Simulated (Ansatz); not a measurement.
The parent structure is BeO in the wurtzite structure (space group P6_3mc, No. 186; a = 2.690 Å, c = 4.370 Å).

Calculations: r2SCAN (Ansatz, an electronic-structure program), scalar-relativistic without spin-orbit coupling.

Carriers are added at fixed cell with a uniform background; the Fermi–Dirac width is that of 300 K.

One change was made to it. Results:

| quantity | base | after |
|---|---|---|
| Fermi level relative to the doped band's edge (positive inside the band; to 0.05 eV) | – | +0.70 eV |
| gap between the host's bands | 8.55 eV | 8.53 eV |
| gap character | direct at Γ | direct at Γ |

**Question.** Which of these changes matches the shifts?
(A) holes 1.5×10^21 cm⁻³
(B) electrons 1.5×10^21 cm⁻³
(C) electrons 7.0×10^21 cm⁻³
(D) holes 7.0×10^21 cm⁻³
(E) holes 5.0×10^21 cm⁻³

**Answer.** B, electrons 1.5×10^21 cm⁻³. For comparison, the Fermi level from band edge in the other runs: electrons 7.0×10^21 cm⁻³ gives +1.40 eV; holes 7.0×10^21 cm⁻³ gives +0.30 eV; holes 5.0×10^21 cm⁻³ gives +0.25 eV; holes 1.5×10^21 cm⁻³ gives +0.15 eV.

Carriers are added with a uniform compensating background; total energy and stress of such cells depend on the potential's zero and are not compared; many-body gap narrowing is missing at this level. Stability against distortions was not tested.
